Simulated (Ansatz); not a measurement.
Strain and the gap of KCl (Fm-3m)

KCl (started from an entry of an open crystallographic database), relaxed with r2SCAN in the PAW code Ansatz. Space group Fm-3m (No. 225), cubic; conventional cell a = 6.290 Å, 31.10 Å³ an atom. K has 6 Cl at 3.14 Å; Cl has 6 K at 3.14 Å.

The axes x, y and z are those of this cell:
```
CELL_PARAMETERS angstrom
0.00000 3.14485 3.14485
3.14485 0.00000 3.14485
3.14485 3.14485 0.00000
ATOMIC_POSITIONS crystal
K 0.00000 0.00000 0.00000
Cl 0.50000 0.50000 0.50000
```

Unstrained: PBE gives a direct gap of 5.194 eV at Γ. With r2SCAN the gap is 5.831 eV and direct, at Γ. With HSE06 the gap is 6.505 eV and direct, at Γ. Meshes: PBE 8×8×8, r2SCAN 8×8×8, HSE06 6×6×6. Strains are changes of length per length. After each strain the atoms were relaxed again with r2SCAN within the symmetry that the strain leaves, so tilts or polar shifts that break it weren't tested; points keep the names that they have in the unstrained zone. The values are computed, spin-unpolarised, and not measurements.

Changes of the least gap in eV (an overlap counts as a negative gap):
```json
{"strain": "isotropic -4.31 % on every length", "volume change (%)": "-12.4", "space group": "Fm-3m", "PBE": "+0.495", "r2SCAN": "+0.512", "HSE06": "+0.529", "energy rise, r2SCAN (meV/atom)": "38.0"}
{"strain": "isotropic +2.98 % on every length", "volume change (%)": "+9.2", "space group": "Fm-3m", "PBE": "-0.291", "r2SCAN": "-0.296", "HSE06": "-0.312", "energy rise, r2SCAN (meV/atom)": "12.8"}
```

Isotropic -4.31 % on every length. HSE06: the gap goes from 6.505 to 7.034 eV (+0.529 eV). Stress change with r2SCAN, compression positive: xx +3.54, yy +3.54, zz +3.54 GPa. For HSE06, dE_g/d ln V = -4.0 eV over this step.

Isotropic +2.98 % on every length. HSE06: the gap goes from 6.505 to 6.193 eV (-0.312 eV). Stress change with r2SCAN, compression positive: xx -1.37, yy -1.37, zz -1.37 GPa. For HSE06, dE_g/d ln V = -3.5 eV over this step.

The meshes of the hybrids are coarse, so their gaps aren't converged to the digits shown.
